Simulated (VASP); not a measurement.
Here is a VASP 6.6.1 calculation.

File INCAR:

```
SYSTEM = MoS2
PREC = Accurate ; ENCUT = 600
EDIFF = 1E-8 ; ISMEAR = 0
SIGMA = 0.02 ; LREAL = .False.
LASPH = .True. ; NELM = 100
ALGO = Normal ; ISIF = 2
LWAVE = .False. ; LCHARG = .False.
GGA = CA ; LEPSILON = .True.
IBRION = 8 ; NSW = 1
```

Contents of KPOINTS:

```
regular mesh
0
Gamma
  9 9 1
  0 0 0
```

The input POSCAR:

```
MoS2
1.0
    3.1227200000      0.0000000000      0.0000000000
   -1.5613600000      2.7043600000      0.0000000000
    0.0000000000      0.0000000000     26.6044100000
Mo S
3 6
Direct
    0.6666700000      0.3333300000      0.0000000000
    0.3333300000      0.6666700000      0.7731500000
    0.3333300000      0.6666700000      0.2268500000
    0.3333300000      0.6666700000      0.0584400000
    0.6666700000      0.3333300000      0.8316000000
    0.6666700000      0.3333300000      0.2851900000
    0.3333300000      0.6666700000      0.9415600000
    0.6666700000      0.3333300000      0.7148100000
    0.6666700000      0.3333300000      0.1684000000
```

Potentials or basis: VASP PAW LDA potentials, release 64 (Mo, S).

Run with:

```console
$ cat potpaw_LDA.64/Mo/POTCAR potpaw_LDA.64/S/POTCAR > POTCAR
$ mpirun -np 1 vasp_std > vasp.out
```

Task: Predict the electronic dielectric tensor (diagonal).

Result: 10.65, 10.65, 2.41.

Task: Predict the Born charges (mean of the diagonal).

Result: Mo -0.93, -0.91; S +0.46, +0.43, +0.50 e.

Task: What does it give for the band gap on the k mesh?

Result: 1.06 eV, indirect (least direct gap 1.79 eV).

Task: Predict the highest phonon frequency at Γ, LO-TO splitting left out.

Result: 482 cm⁻¹.

Born effective charge tensors (e):
atom 1, Mo
```
-1.22  0.00  0.00
 0.00 -1.22  0.00
 0.00  0.00 -0.35
```
atom 2, Mo
```
-1.23  0.00  0.00
 0.00 -1.23  0.00
 0.00  0.00 -0.28
```
atom 3, Mo
```
-1.23  0.00  0.00
 0.00 -1.23  0.00
 0.00  0.00 -0.28
```
atom 4, S
```
 0.61  0.00  0.00
 0.00  0.61  0.00
 0.02 -0.01  0.14
```
atom 5, S
```
 0.60  0.00  0.00
 0.00  0.60  0.00
 0.01 -0.01  0.07
```
atom 6, S
```
0.63 0.00 0.00
0.00 0.63 0.00
0.01 0.00 0.24
```
atom 7, S
```
 0.61  0.00  0.00
 0.00  0.61  0.00
-0.02  0.01  0.14
```
atom 8, S
```
 0.63  0.00  0.00
 0.00  0.63  0.00
-0.01  0.00  0.24
```
atom 9, S
```
 0.60  0.00  0.00
 0.00  0.60  0.00
-0.01  0.01  0.07
```

A hybrid or GW would open this gap; LDA tends to underestimate it.
